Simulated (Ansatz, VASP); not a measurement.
# Cross-check of ZnS (Sphalerite) between VASP and Ansatz, part 2 of 2

Wanted: the spread between two codes on one cell, functional and k mesh. The cell is taken from a series of runs on this material, whose earlier steps may have relaxed, scaled, displaced or heated it; both programs get it as it stands.

VASP 6.6.1 and Ansatz 0.2.0.

So far: The structure; Ansatz: dielectric response, r2SCAN.

### Step 3. VASP: dielectric response, r2SCAN

Level of this step: r2SCAN; plane waves and PAW (Zn, S) (VASP).

The same cell, functional and mesh now go to VASP, with its own data sets.

Lines of VASP's logs that name or quote its potential files are left out, and so is its time.

File INCAR:

```
SYSTEM = ZnS
PREC = Accurate
ENCUT = 440
EDIFF = 1E-08
NELM = 120
ISMEAR = 0
SIGMA = 0.01
LREAL = .FALSE.
ALGO = Normal
METAGGA = R2SCAN
LASPH = .TRUE.
NBANDS = 15
LORBIT = 11
LWAVE = .FALSE.
LCHARG = .FALSE.
ISIF = 2
LCALCEPS = .TRUE.
LPEAD = .TRUE.
GGA_COMPAT = .FALSE.
EFERMI = MIDGAP
LMIXTAU = .TRUE.
KPAR = 2
```

File POSCAR:

```
ZnS
1.0
    0.0000000000      2.7046500000      2.7046500000
    2.7046500000      0.0000000000      2.7046500000
    2.7046500000      2.7046500000      0.0000000000
Zn S
1 1
Direct
    0.0000000000      0.0000000000      0.0000000000
    0.2500000000      0.2500000000      0.2500000000
```

File KPOINTS:

```
Automatic mesh
0
Gamma
8 8 8
0 0 0
```

PAW data sets: Zn and S (PBE family, release 64).

Launch:

```
$ mpirun -np 2 vasp_std
```

Numbers of over 12 decimals in the logs are rounded to 6 here.

The program printed:

```text
[banner, memory and clock lines left out]
running    2 mpi-ranks, on    1 nodes
 distrk:  each k-point on    1 cores,    2 groups
 distr:  one band on    1 cores,    1 groups

 POSCAR found type information on POSCAR ZnS
 POSCAR found :  2 types and       2 ions
|                                                                             |
|               ----> ADVICE to this user running VASP <----                  |
|                                                                             |
|     You enforced a specific xc type in the INCAR file but a different       |
|     [... a line on the potential file left out ...]
|     I HOPE YOU KNOW WHAT YOU ARE DOING!                                     |
|                                                                             |

 LDA part: xc-table for (None), standard interpolation
 POSCAR, INCAR and KPOINTS ok, starting setup
 FFT: planning ... GRIDC
 FFT: planning ... GRID_SOFT
 FFT: planning ... GRID
 WAVECAR not read
 entering main loop
       N       E                     dE             d eps       ncg     rms          rms(c)
DAV:   1     0.676503552704E+02    0.67650E+02   -0.83508E+03   870   0.133E+03
DAV:   2    -0.167208043301E+02   -0.84371E+02   -0.79529E+02   975   0.250E+02
DAV:   3    -0.218861578340E+02   -0.51654E+01   -0.51458E+01  1066   0.642E+01
DAV:   4    -0.219378957978E+02   -0.51738E-01   -0.51726E-01  1066   0.677E+00
DAV:   5    -0.219385056125E+02   -0.60981E-03   -0.60981E-03  1066   0.687E-01    0.706E+00
DAV:   6    -0.188457091054E+02    0.30928E+01   -0.17707E+00   954   0.419E+01    0.654E+00
DAV:   7    -0.187841554763E+02    0.61554E-01   -0.57270E-01   947   0.140E+01    0.342E+00
DAV:   8    -0.188390194116E+02   -0.54864E-01   -0.12782E-01   877   0.440E+00    0.151E+00
DAV:   9    -0.188252970501E+02    0.13722E-01   -0.12642E-01   870   0.348E+00    0.381E-01
DAV:  10    -0.188512034347E+02   -0.25906E-01   -0.46837E-02   884   0.203E+00    0.156E-01
DAV:  11    -0.188618577615E+02   -0.10654E-01   -0.43001E-03   940   0.729E-01    0.586E-02
DAV:  12    -0.188451044348E+02    0.16753E-01   -0.52915E-03   884   0.796E-01    0.104E-01
DAV:  13    -0.188620318457E+02   -0.16927E-01   -0.38369E-03   870   0.614E-01    0.205E-02
DAV:  14    -0.188621225457E+02   -0.90700E-04   -0.73666E-05  1094   0.866E-02    0.857E-03
DAV:  15    -0.188621247860E+02   -0.22402E-05   -0.23110E-06   996   0.165E-02    0.650E-03
DAV:  16    -0.188621263125E+02   -0.15266E-05   -0.13353E-06  1066   0.227E-02    0.414E-03
DAV:  17    -0.188621270960E+02   -0.78350E-06   -0.93709E-07   912   0.110E-02    0.270E-03
DAV:  18    -0.188621265445E+02    0.55158E-06   -0.10342E-07  1031   0.549E-03    0.192E-03
DAV:  19    -0.188621270030E+02   -0.45850E-06   -0.30971E-08  1017   0.191E-03    0.857E-04
DAV:  20    -0.188621265169E+02    0.48608E-06   -0.54209E-08   912   0.284E-03    0.459E-04
DAV:  21    -0.188621268032E+02   -0.28630E-06   -0.25950E-09   617   0.662E-04    0.150E-04
DAV:  22    -0.188621267763E+02    0.26891E-07   -0.13374E-09   484   0.496E-04    0.576E-05
DAV:  23    -0.188621268528E+02   -0.76484E-07   -0.31973E-10   456   0.427E-04    0.401E-05
DAV:  24    -0.188621268534E+02   -0.64165E-09   -0.29060E-10   463   0.176E-04
       N       E                     dE             d eps       ncg     rms          rms(c)
SDA:   1    -0.188621256114E+02   -0.18862E+02   -0.10916E-09  2250   0.273E-09   0.000E+00
DMP:   2    -0.188621256047E+02    0.67932E-08   -0.59403E-10  2250   0.983E-10   0.132E-09
 final diagonalization occupied
 p_tot=(  0.812E+01  0.812E+01  0.812E+01 )
       N       E                     dE             d eps       ncg     rms          rms(c)
 p_tot=(  0.812E+01  0.812E+01  0.812E+01 )
dp_tot=(  0.000E+00  0.000E+00  0.000E+00 )  diag[e(oo)]=(  1.00000    ---      ---   )
SDA:   1    -0.188621552482E+02   -0.29637E-04   -0.32107E-04  2250   0.803E-04   0.000E+00
 p_tot=(  0.812E+01  0.812E+01  0.812E+01 )
dp_tot=(  0.321E-02  0.424E-06  0.433E-06 )  diag[e(oo)]=(  2.46825    ---      ---   )
DMP:   2    -0.188621800366E+02   -0.24788E-04   -0.20104E-04  2250   0.276E-04   0.437E-04
 p_tot=(  0.812E+01  0.812E+01  0.812E+01 )
dp_tot=(  0.663E-02  0.898E-06  0.918E-06 )  diag[e(oo)]=(  4.03004    ---      ---   )
DMP:   3    -0.188621930931E+02   -0.13056E-04   -0.72626E-05  2250   0.104E-04   0.150E-04
 p_tot=(  0.813E+01  0.812E+01  0.812E+01 )
dp_tot=(  0.874E-02  0.123E-05  0.125E-05 )  diag[e(oo)]=(  4.99800    ---      ---   )
DMP:   4    -0.188621977510E+02   -0.46579E-05   -0.41393E-05  2250   0.769E-05   0.512E-05
 p_tot=(  0.813E+01  0.812E+01  0.812E+01 )
dp_tot=(  0.954E-02  0.139E-05  0.142E-05 )  diag[e(oo)]=(  5.36058    ---      ---   )
DMP:   5    -0.188622006260E+02   -0.28750E-05   -0.22672E-05  2250   0.358E-05   0.402E-05
 p_tot=(  0.813E+01  0.812E+01  0.812E+01 )
dp_tot=(  0.963E-02  0.145E-05  0.147E-05 )  diag[e(oo)]=(  5.40347    ---      ---   )
DMP:   6    -0.188622020630E+02   -0.14369E-05   -0.89273E-06  2250   0.145E-05   0.151E-05
 p_tot=(  0.813E+01  0.812E+01  0.812E+01 )
dp_tot=(  0.957E-02  0.147E-05  0.149E-05 )  diag[e(oo)]=(  5.37673    ---      ---   )
DMP:   7    -0.188622025831E+02   -0.52015E-06   -0.41553E-06  2250   0.849E-06   0.365E-06
 p_tot=(  0.813E+01  0.812E+01  0.812E+01 )
[...]
DMP:   3    -0.188621931516E+02   -0.13057E-04   -0.72626E-05  2250   0.104E-04   0.150E-04
 p_tot=(  0.812E+01  0.813E+01  0.812E+01 )
dp_tot=(  0.110E-05  0.874E-02  0.111E-05 )  diag[e(oo)]=(    ---    4.99799    ---   )
DMP:   4    -0.188621978068E+02   -0.46552E-05   -0.41392E-05  2250   0.769E-05   0.512E-05
 p_tot=(  0.812E+01  0.813E+01  0.812E+01 )
dp_tot=(  0.127E-05  0.954E-02  0.127E-05 )  diag[e(oo)]=(    ---    5.36057    ---   )
DMP:   5    -0.188622006791E+02   -0.28723E-05   -0.22672E-05  2250   0.358E-05   0.402E-05
 p_tot=(  0.812E+01  0.813E+01  0.812E+01 )
dp_tot=(  0.131E-05  0.963E-02  0.131E-05 )  diag[e(oo)]=(    ---    5.40347    ---   )
DMP:   6    -0.188622021161E+02   -0.14370E-05   -0.89274E-06  2250   0.145E-05   0.151E-05
 p_tot=(  0.812E+01  0.813E+01  0.812E+01 )
dp_tot=(  0.132E-05  0.957E-02  0.132E-05 )  diag[e(oo)]=(    ---    5.37672    ---   )
DMP:   7    -0.188622026369E+02   -0.52076E-06   -0.41554E-06  2250   0.849E-06   0.365E-06
 p_tot=(  0.812E+01  0.813E+01  0.812E+01 )
dp_tot=(  0.133E-05  0.958E-02  0.132E-05 )  diag[e(oo)]=(    ---    5.37958    ---   )
DMP:   8    -0.188622028854E+02   -0.24859E-06   -0.21901E-06  2250   0.444E-06   0.199E-06
 p_tot=(  0.812E+01  0.813E+01  0.812E+01 )
dp_tot=(  0.134E-05  0.963E-02  0.134E-05 )  diag[e(oo)]=(    ---    5.40586    ---   )
DMP:   9    -0.188622030110E+02   -0.12559E-06   -0.98619E-07  2250   0.207E-06   0.769E-07
 p_tot=(  0.812E+01  0.813E+01  0.812E+01 )
dp_tot=(  0.135E-05  0.968E-02  0.135E-05 )  diag[e(oo)]=(    ---    5.42486    ---   )
DMP:  10    -0.188622030636E+02   -0.52615E-07   -0.49687E-07  2250   0.116E-06   0.157E-07
 p_tot=(  0.812E+01  0.813E+01  0.812E+01 )
dp_tot=(  0.135E-05  0.967E-02  0.135E-05 )  diag[e(oo)]=(    ---    5.42421    ---   )
DMP:  11    -0.188622030915E+02   -0.27878E-07   -0.31270E-07  2250   0.689E-07   0.178E-07
 p_tot=(  0.812E+01  0.813E+01  0.812E+01 )
dp_tot=(  0.135E-05  0.965E-02  0.135E-05 )  diag[e(oo)]=(    ---    5.41084    ---   )
DMP:  12    -0.188622031110E+02   -0.19460E-07   -0.19072E-07  2250   0.369E-07   0.207E-07
 p_tot=(  0.812E+01  0.813E+01  0.812E+01 )
dp_tot=(  0.134E-05  0.961E-02  0.134E-05 )  diag[e(oo)]=(    ---    5.39620    ---   )
DMP:  13    -0.188622031233E+02   -0.12315E-07   -0.10275E-07  2250   0.184E-07   0.140E-07
 p_tot=(  0.812E+01  0.813E+01  0.812E+01 )
dp_tot=(  0.133E-05  0.959E-02  0.133E-05 )  diag[e(oo)]=(    ---    5.38640    ---   )
DMP:  14    -0.188622031301E+02   -0.67998E-08   -0.53493E-08  2250   0.956E-08   0.734E-08
 final diagonalization full
 p_tot=(  0.812E+01  0.813E+01  0.812E+01 )
dp_tot=(  0.133E-05  0.958E-02  0.133E-05 )  diag[e(oo)]=(    ---    5.38147    ---   )
       N       E                     dE             d eps       ncg     rms          rms(c)
SDA:   1    -0.188621254666E+02    0.77657E-04   -0.13970E-09  2250   0.349E-09   0.000E+00
DMP:   2    -0.188621254578E+02    0.87839E-08   -0.52315E-10  2250   0.914E-10   0.103E-09
 final diagonalization occupied
 p_tot=(  0.812E+01  0.812E+01  0.812E+01 )
       N       E                     dE             d eps       ncg     rms          rms(c)
 p_tot=(  0.812E+01  0.812E+01  0.812E+01 )
dp_tot=(  0.000E+00  0.000E+00  0.000E+00 )  diag[e(oo)]=(    ---      ---    1.00000 )
SDA:   1    -0.188621550941E+02   -0.29628E-04   -0.32106E-04  2250   0.803E-04   0.000E+00
 p_tot=(  0.812E+01  0.812E+01  0.812E+01 )
dp_tot=(  0.289E-06  0.313E-06  0.321E-02 )  diag[e(oo)]=(    ---      ---    2.46824 )
DMP:   2    -0.188621798933E+02   -0.24799E-04   -0.20103E-04  2250   0.276E-04   0.437E-04
 p_tot=(  0.812E+01  0.812E+01  0.812E+01 )
dp_tot=(  0.684E-06  0.728E-06  0.663E-02 )  diag[e(oo)]=(    ---      ---    4.03002 )
DMP:   3    -0.188621929504E+02   -0.13057E-04   -0.72626E-05  2250   0.104E-04   0.150E-04
 p_tot=(  0.812E+01  0.812E+01  0.813E+01 )
dp_tot=(  0.982E-06  0.104E-05  0.874E-02 )  diag[e(oo)]=(    ---      ---    4.99797 )
DMP:   4    -0.188621976052E+02   -0.46548E-05   -0.41392E-05  2250   0.769E-05   0.512E-05
 p_tot=(  0.812E+01  0.812E+01  0.813E+01 )
dp_tot=(  0.113E-05  0.119E-05  0.954E-02 )  diag[e(oo)]=(    ---      ---    5.36054 )
DMP:   5    -0.188622004768E+02   -0.28717E-05   -0.22671E-05  2250   0.358E-05   0.402E-05
 p_tot=(  0.812E+01  0.812E+01  0.813E+01 )
dp_tot=(  0.118E-05  0.123E-05  0.963E-02 )  diag[e(oo)]=(    ---      ---    5.40344 )
DMP:   6    -0.188622019141E+02   -0.14372E-05   -0.89274E-06  2250   0.145E-05   0.151E-05
 p_tot=(  0.812E+01  0.812E+01  0.813E+01 )
dp_tot=(  0.119E-05  0.124E-05  0.957E-02 )  diag[e(oo)]=(    ---      ---    5.37670 )
DMP:   7    -0.188622024352E+02   -0.52111E-06   -0.41554E-06  2250   0.849E-06   0.365E-06
 p_tot=(  0.812E+01  0.812E+01  0.813E+01 )
dp_tot=(  0.121E-05  0.125E-05  0.958E-02 )  diag[e(oo)]=(    ---      ---    5.37955 )
DMP:   8    -0.188622026837E+02   -0.24855E-06   -0.21901E-06  2250   0.444E-06   0.199E-06
 p_tot=(  0.812E+01  0.812E+01  0.813E+01 )
dp_tot=(  0.123E-05  0.127E-05  0.963E-02 )  diag[e(oo)]=(    ---      ---    5.40584 )
DMP:   9    -0.188622028094E+02   -0.12567E-06   -0.98618E-07  2250   0.207E-06   0.769E-07
 p_tot=(  0.812E+01  0.812E+01  0.813E+01 )
dp_tot=(  0.124E-05  0.128E-05  0.968E-02 )  diag[e(oo)]=(    ---      ---    5.42483 )
DMP:  10    -0.188622028620E+02   -0.52626E-07   -0.49686E-07  2250   0.116E-06   0.157E-07
 p_tot=(  0.812E+01  0.812E+01  0.813E+01 )
dp_tot=(  0.124E-05  0.128E-05  0.967E-02 )  diag[e(oo)]=(    ---      ---    5.42418 )
DMP:  11    -0.188622028899E+02   -0.27882E-07   -0.31270E-07  2250   0.689E-07   0.178E-07
 p_tot=(  0.812E+01  0.812E+01  0.813E+01 )
dp_tot=(  0.123E-05  0.127E-05  0.965E-02 )  diag[e(oo)]=(    ---      ---    5.41082 )
DMP:  12    -0.188622029092E+02   -0.19322E-07   -0.19072E-07  2250   0.369E-07   0.207E-07
 p_tot=(  0.812E+01  0.812E+01  0.813E+01 )
dp_tot=(  0.122E-05  0.126E-05  0.961E-02 )  diag[e(oo)]=(    ---      ---    5.39618 )
DMP:  13    -0.188622029216E+02   -0.12334E-07   -0.10275E-07  2250   0.184E-07   0.140E-07
 p_tot=(  0.812E+01  0.812E+01  0.813E+01 )
dp_tot=(  0.122E-05  0.126E-05  0.959E-02 )  diag[e(oo)]=(    ---      ---    5.38637 )
DMP:  14    -0.188622029283E+02   -0.67719E-08   -0.53493E-08  2250   0.956E-08   0.734E-08
 final diagonalization full
 p_tot=(  0.812E+01  0.812E+01  0.813E+01 )
dp_tot=(  0.122E-05  0.126E-05  0.958E-02 )  diag[e(oo)]=(    ---      ---    5.38145 )
   1 F= -.18862203E+02 E0= -.18862203E+02  d E =0.000000E+00
```

OUTCAR, selected parts (step 3):

```text
ion  position               nearest neighbor table
   1  0.000  0.000  0.000-   2 2.34   2 2.34   2 2.34   2 2.34
   2  0.250  0.250  0.250-   1 2.34   1 2.34   1 2.34   1 2.34

  LATTYP: Found a face centered cubic cell.
 ALAT       =     5.4093000000

 Subroutine GETGRP returns: Found 24 space group operations
 (whereof 24 operations were pure point group operations)

The static configuration has the point symmetry T_d .

 Found     29 irreducible k-points:

   k-points           NKPTS =     29   k-points in BZ     NKDIM =     29   number of bands    NBANDS=     15

   dimension x,y,z NGX =    28 NGY =   28 NGZ =   28
   dimension x,y,z NGXF=    56 NGYF=   56 NGZF=   56

   ENCUT  =  440.0 eV  32.34 Ry    5.69 a.u.   6.54  6.54  6.54*2*pi/ulx,y,z

   NELECT =      18.0000    total number of electrons

 k-points in reciprocal lattice and weights: Automatic mesh
   0.00000000  0.00000000  0.00000000       0.002
   0.12500000  0.00000000  0.00000000       0.016
   0.25000000  0.00000000  0.00000000       0.016
   0.37500000  0.00000000  0.00000000       0.016
   0.50000000  0.00000000  0.00000000       0.008
   0.12500000  0.12500000  0.00000000       0.012
   0.25000000  0.12500000  0.00000000       0.047
   0.37500000  0.12500000  0.00000000       0.047
   0.50000000  0.12500000  0.00000000       0.047
[...]
-0.37500000  0.50000000  0.12500000       0.023
  -0.25000000  0.50000000  0.25000000       0.012

 average (electrostatic) potential at core
       1 -41.8009       2 -91.6238

            Ionic dipole moment: p[ion]=(     8.11395     8.11395     8.11395 ) |e| Angst

 Total electronic dipole moment: p[elc]=(     0.00297     0.00297     0.01255 ) |e| Angst

 MACROSCOPIC STATIC DIELECTRIC TENSOR (including local field effects)
 ------------------------------------------------------
           5.381465     0.000000    -0.000000
           0.000000     5.381465    -0.000000
          -0.000000     0.000000     5.381465
 ------------------------------------------------------

 PIEZOELECTRIC TENSOR (including local field effects) (C/m^2)
          XX          YY          ZZ          XY          YZ          ZX
  --------------------------------------------------------------------------------
  x     0.00000     0.00000     0.00000    -0.00000    -0.66319    -0.00000
  y    -0.00000    -0.00000    -0.00000     0.00000     0.00000    -0.66319
  z     0.00000     0.00000     0.00000    -0.66319     0.00000     0.00000

 BORN EFFECTIVE CHARGES (including local field effects) (in |e|, cummulative output)
 ---------------------------------------------------------------------------------
 ion    1
    1     2.00604    -0.00000     0.00000
    2     0.00000     2.00604    -0.00000
    3     0.00000     0.00000     2.00604
 ion    2
    1    -2.00604     0.00000     0.00000
    2     0.00000    -2.00604     0.00000
    3    -0.00000     0.00000    -2.00604

  Total       -0.2397765     -0.2397765     -0.2397765      0.0000000      0.0000000      0.0000000
  in kB       -9.7085417     -9.7085417     -9.7085417      0.0000000      0.0000000      0.0000000
  external PRESSURE =      -9.7085417 kB  Pullay stress =       0.0000000 kB

  energy-cutoff  :      440.00
  volume of cell :       39.57
      direct lattice vectors                 reciprocal lattice vectors
     0.000000000  2.704650000  2.704650000    -0.184866803  0.184866803  0.184866803
     2.704650000  0.000000000  2.704650000     0.184866803 -0.184866803  0.184866803
     2.704650000  2.704650000  0.000000000     0.184866803  0.184866803 -0.184866803

 POSITION                                       TOTAL-FORCE (eV/Angst)
 -----------------------------------------------------------------------------------
      0.00000      0.00000      0.00000        -0.000000     -0.000000     -0.000000
      1.35232      1.35232      1.35232         0.000000      0.000000      0.000000
 -----------------------------------------------------------------------------------
    total drift:                               -0.000000     -0.000000     -0.000000
```

### Step 4. Comparison

Known differences besides the potentials themselves: VASP keeps PBE cores, Ansatz makes them for the functional; fixed occupations in Ansatz, narrow Gaussian smearing in VASP; VASP's response is taken on the typed mesh, Ansatz refines its own for the field response alone; the cutoff is 500 eV in Ansatz and 440 eV in VASP; VASP takes ε∞ from a finite field, Ansatz from linear response. Total energies have different zeros and are not compared.

Both answers:

```tsv
quantity	Ansatz	VASP	difference
ε∞ xx	5.43	5.38	+0.89 %
ε∞ yy	5.43	5.38	+0.89 %
ε∞ zz	5.43	5.38	+0.89 %
Born charge of Zn1 (mean of the diagonal) (e)	2.00	2.01	0.00
Born charge of S2 (mean of the diagonal) (e)	-2.00	-2.01	0.00
```

### Step 5. Summary of results

```
difference in ε∞ xx (dielectric response, r2SCAN) : 0.89 %
```

The difference in ε∞ xx is 0.89 % (dielectric response, r2SCAN), within the 5 % picked in this series as the mark of a large difference. Such differences can come from data sets, numerical settings and the points named under the comparisons, not from the functional's error against experiment.

[Lines on the potential files, build, host, timing and source positions are cut from VASP's logs without a mark.]

[Logs are printed without paths, hosts, clocks, repeated set-up lines and the standing remarks that a program may print on its own settings, such as how far it seeks lower states.]

[Hosts, paths, dates, database ids (printed as entryN), source tags and the programs' standing remarks are cut or masked in the printed files.]
